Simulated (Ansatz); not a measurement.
Wanted: the native input for an Ansatz 0.2.0 run.

* Task: single point
* Functional: PBE
* Potentials or basis: all-electron LAPW, scalar-relativistic
* Cutoff: 313 eV (chosen from the basis error)
* Basis error allowed: 0.001 eV/atom
* k mesh: 11 × 11 × 11
* Occupations: gaussian, width 0.019 eV
* Spin: no spin polarisation

Crystal: TiC.

```xyz
2
Lattice="0.0000 2.1657 2.1657 2.1657 0.0000 2.1657 2.1657 2.1657 0.0000" Properties=species:S:1:pos:R:3 pbc="T T T"
Ti    0.0000    0.0000    0.0000
C     2.1657    2.1657    2.1657
```

The cell is a database's computed one.

These files were run (other wordings do the same):

input.yaml

```yaml
crystal:
  lattice:
    - [0.0, 2.1657188437, 2.1657188437]
    - [2.1657188437, 0.0, 2.1657188437]
    - [2.1657188437, 2.1657188437, 0.0]
  atoms:
    - { symbol: Ti, position: [0.0, 0.0, 0.0] }
    - { symbol: C, position: [0.5, 0.5, 0.5] }
kpoints:
  mp_grid: { grid: [11, 11, 11] }
scf:
  occupations: { method: gaussian, width: 0.019 }
hamiltonian:
  xc: pbe
  pseudopotentials: { kind: all_electron, lapw: { basis_error: 0.001 } }
output:
  forces: true
  stress: true
  eigenvalues: true
```

Potentials or basis: all-electron LAPW, scalar-relativistic.

Launch:

```sh
$ ansatz run input.yaml --threads 1 --pin off --max-ram 3072MiB --backend cpu --events-out ev --progress --plain --runs-dir out
```

It gave:

```json
{
 "Pressure": "0.2 GPa",
 "Band gap on the k mesh": "none (metal or under the smearing width)"
}
```

Run time: 4.1 s on 1 thread of AMD EPYC 9R14 (Zen 4), with other jobs on the host, peak memory 0.34 GiB.
